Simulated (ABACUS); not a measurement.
# GaP (F-43m) in ABACUS: single point with LDA-PW92

Aim: the single point of GaP with LDA-PW92.

Program: ABACUS 3.10.1. These are calculated values, not measurements. Logs are shortened: lines on timing, memory, paths and dates and some standing lists are left out, and cuts for length are marked.

**Experimental background.**

“Stacking defects in GaP nanowires: Electronic structure and optical properties”, 2018, arxiv:1810.01194 quotes, for a bulk crystal of GaP at 10 K: band gap 2.34 eV (indirect).

The runs below are set against these values where they give the same quantity.

## (1) The crystal as given

The structure is cubic, space group F-43m (No. 216). Conventional cell: a = 5.451 Å, b = 5.451 Å, c = 5.451 Å, α = 90.00°, β = 90.00°, γ = 90.00°. Around Ga (site symmetry -43m) lie 4 P at 2.36 Å. Around P (site symmetry -43m) lie 4 Ga at 2.36 Å.

## (2) Single point, LDA-PW92

File INPUT:

```
INPUT_PARAMETERS
suffix              GaP
calculation         scf
basis_type          pw
pseudo_dir          ./
latname             fcc
symmetry            1
dft_functional      LDA_X+LDA_C_PW
ecutwfc             81
pseudo_rcut         10
nspin               1
nbands              19
ks_solver           dav
smearing_method     fd
smearing_sigma      0.00367493
scf_thr             1e-08
scf_nmax            100
mixing_type         broyden
mixing_beta         0.7
cal_force           1
cal_stress          1
out_chg             1
out_pot             2
out_elf             1
```

File STRU:

```
ATOMIC_SPECIES
Ga 69.7230 Ga.upf
P 30.9738 P.upf

LATTICE_CONSTANT
10.2999522423

ATOMIC_POSITIONS
Direct

Ga
0.0
1
0.0000000000 0.0000000000 0.0000000000 1 1 1

P
0.0
1
0.2500000000 0.2500000000 0.2500000000 1 1 1
```

File KPT:

```
K_POINTS
0
Gamma
6 6 6 0 0 0
```

Potentials or basis: PseudoDojo NC SR 0.4.1 LDA standard, plane waves.

Run with:

```console
$ OMP_NUM_THREADS=1 mpirun -np 4 abacus > log
```

running log:

```text
ABACUS v3.10.1

               Atomic-orbital Based Ab-initio Computation at UStc

 ------------------------------------------------------------------------------------

 READING GENERAL INFORMATION
                           global_out_dir = OUT.GaP/
                           global_in_card = INPUT
                               pseudo_dir = ./
                              orbital_dir =
                                    DSIZE = 4
                                    GSIZE = 1

 READING UNITCELL INFORMATION
                                    ntype = 2
                  lattice constant (Bohr) = 10.3
              lattice constant (Angstrom) = 5.4505

 READING ATOM TYPE 1
                               atom label = Ga
                      L=0, number of zeta = 1
                      L=1, number of zeta = 1
                      L=2, number of zeta = 1
             number of atom for this type = 1

 READING ATOM TYPE 2
                               atom label = P
                      L=0, number of zeta = 1
                      L=1, number of zeta = 1
                      L=2, number of zeta = 1
             number of atom for this type = 1

                        TOTAL ATOM NUMBER = 2
DIRECT COORDINATES
    atom                   x                   y                   z     mag                  vx                  vy                  vz
taud_Ga1            0.0000000000        0.0000000000        0.0000000000  0.0000        0.0000000000        0.0000000000        0.0000000000
taud_P1            0.2500000000        0.2500000000        0.2500000000  0.0000        0.0000000000        0.0000000000        0.0000000000

                          Volume (Bohr^3) = 273.178
                             Volume (A^3) = 40.4807

 Lattice vectors: (Cartesian coordinate: in unit of a_0)
                 -0.5                  +0                +0.5
                   +0                +0.5                +0.5
                 -0.5                +0.5                  +0
 Reciprocal vectors: (Cartesian coordinate: in unit of 2 pi/a_0)
                   -1                  -1                  +1
                   +1                  +1                  +1
                   -1                  +1                  -1
 The esolver type has been set to : ksdft_pw

                PAO radial cut off (Bohr) = 10

 Read in pseudopotential file is Ga.upf
                     pseudopotential type = NC
          exchange-correlation functional = SLAPWNOGXNOGC
                 nonlocal core correction = 1
                        valence electrons = 13
                                     lmax = 2
                           number of zeta = 3
                     number of projectors = 6
                           L of projector = 0
                           L of projector = 0
                           L of projector = 1
[... 187 lines left out ...]
 P non-local projectors:
 projector 1 L=0
 projector 2 L=0
 projector 3 L=1
 projector 4 L=1
 projector 5 L=2
 projector 6 L=2
      TOTAL NUMBER OF NONLOCAL PROJECTORS = 36

 Init Non-Local PseudoPotential table :
 Init Non-Local-Pseudopotential done.

                                     npwx = 856

 Make real space PAO into reciprocal space.
       max mesh points in Pseudopotential = 1001
     dq(describe PAO in reciprocal space) = 0.01
                                    max q = 1084

 number of pseudo atomic orbitals for Ga is 3
WARNING: norm of atomic wavefunction # 2 of atomic type Ga is 0.999997, renormalized
WARNING: norm of atomic wavefunction # 3 of atomic type Ga is 0.998973, renormalized

 number of pseudo atomic orbitals for P is 2
WARNING: norm of atomic wavefunction # 2 of atomic type P is 0.999979, renormalized

 -------------------------------------------
 SELF-CONSISTENT
 -------------------------------------------
                                 init_chg = atomic

 PW ALGORITHM --------------- ION=   1  ELEC=   1--------------------------------
 Notice: Threshold on eigenvalues was too large.
 hsover_error=0.18 > DRHO=0.0700395
 Origin diag ethr = 0.01
 New diag ethr = 0.000389109

 Density error is 0.0706836582403
                          Error Threshold = 0.000389108508869
----------------------------------------------------------
     Energy           Rydberg                 eV
----------------------------------------------------------
 E_KohnSham     -166.6825769705      -2267.8328041222
 E_Harris       -167.6326827218      -2280.7596560422
 E_Fermi        0.5651294989         7.6889812926
----------------------------------------------------------
[... 51 lines left out ...]
 Density error is 6.2479494016e-09
                          Error Threshold = 1.44376321283e-09
----------------------------------------------------------
     Energy           Rydberg                 eV
----------------------------------------------------------
 E_KohnSham     -166.6965963392      -2268.0235474194
 E_KS(sigma->0) -166.6965963384      -2268.0235474082
 E_Harris       -166.6962374527      -2268.0186645171
 E_band         -4.0496037336        -55.0976854188
 E_one_elec     -77.1800143842       -1050.0879673471
 E_Hartree      52.2285505753        710.6058861054
 E_xc           -45.2675086422       -615.8960517975
 E_Ewald        -96.4776238865       -1312.6454143577
 E_entropy(-TS) -0.0000000016        -0.0000000224
 E_descf        0.0000000000         0.0000000000
 E_exx          0.0000000000         0.0000000000
 E_Fermi        0.5947563531         8.0920753245
----------------------------------------------------------

 charge density convergence is achieved
 final etot is -2268.0235474 eV
 EFERMI = 8.0920753245 eV
The vacuum level is 9.9804872042 eV

 STATE ENERGY(eV) AND OCCUPATIONS    NSPIN == 1
 1/16 kpoint (Cartesian) = 0.0000 0.0000 0.0000 (853 pws)
       1       -7.32857     0.00925926
       2       -7.32857     0.00925926
       3       -7.32857     0.00925926
       4       -7.23061     0.00925926
       5       -7.23061     0.00925926
       6       -5.15417     0.00925926
[... 104 lines left out ...]
       6       -3.91415       0.222222
[... 11 lines left out ...]
      18        22.9316        0.00000
      19        24.0024        0.00000

[... levels at 10 further k points ...]

------------------------------------------------------------------------------------------
 TOTAL-FORCE (eV/Angstrom)
------------------------------------------------------------------------------------------
                       Ga1         0.0000000000         0.0000000000         0.0000000000
                        P1         0.0000000000         0.0000000000         0.0000000000
------------------------------------------------------------------------------------------

----------------------------------------------------------------
 TOTAL-STRESS (KBAR)
----------------------------------------------------------------
       -28.9288901870         0.0000000000         0.0000000000
         0.0000000000       -28.9288901870         0.0000000000
         0.0000000000         0.0000000000       -28.9288901870
----------------------------------------------------------------
 TOTAL-PRESSURE: -28.928890 KBAR

 --------------------------------------------
 !FINAL_ETOT_IS -2268.0235474193668779 eV
 --------------------------------------------
```

Wall time 5 s (4 MPI ranks of Intel Xeon Platinum 8488C (Sapphire Rapids), shared host); peak memory 0.28 GiB.

What came out:

| Property | Result |
| --- | --- |
| Free energy | -2268.0235 eV |
| Pressure | -2.9 GPa |
| Band gap on the k mesh | 1.50 eV, indirect (least direct gap 1.60 eV) |

## (3) Comparison with measurements

Step 2. Against the measured gap of GaP, 2.34 eV (indirect; 10 K; quoted in “Stacking defects in GaP nanowires: Electronic structure and optical properties”, 2018, arxiv:1810.01194), the calculated 1.50 eV is off by -0.84 eV. Spin-orbit coupling on Ga is left out. The value is that of LDA-PW92 on a finite k mesh, which can miss the band edges, without temperature or zero-point motion. Semilocal functionals fall short of measured gaps as a rule.
